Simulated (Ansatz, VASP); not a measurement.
One calculation of CuAu3, two programs

```
CELL_PARAMETERS angstrom
4.00959 0.00000 0.00000
0.00000 4.00959 0.00000
0.00000 0.00000 4.00959
ATOMIC_POSITIONS crystal
Cu 0.00000 0.00000 0.00000
Au 0.00000 0.50000 0.50000
Au 0.50000 0.00000 0.50000
Au 0.50000 0.50000 0.00000
```

Alike in both runs: functional r2SCAN; k mesh 9 × 9 × 9; occupations fermi-dirac, width 0.05 eV; no spin polarisation.

Ansatz relaxed the structure, and its values are those at the end. VASP's run is a single point on that final structure, the one shown.

|  | VASP | Ansatz |
| --- | --- | --- |
| version | VASP 6.6.1 | Ansatz 0.2.0 |
| potentials or method | VASP PAW PBE potentials, release 64 (Cu, Au) | PAW with Ansatz's default frozen-core files, scalar-relativistic |
| plane-wave cutoff (eV) | 520 | 500 |
| valence electrons in the cell | 44 | 76 |

```csv
,VASP,Ansatz,Ansatz less VASP
pressure (GPa),0.4,0.0,-0.34
```

The two sets of potentials don't hold the same shells in valence.

Caveats: the PAW data sets were made with another functional, which shifts forces and pressure a little (VASP). The runs have no spin-orbit coupling, so splittings on Au are missing.
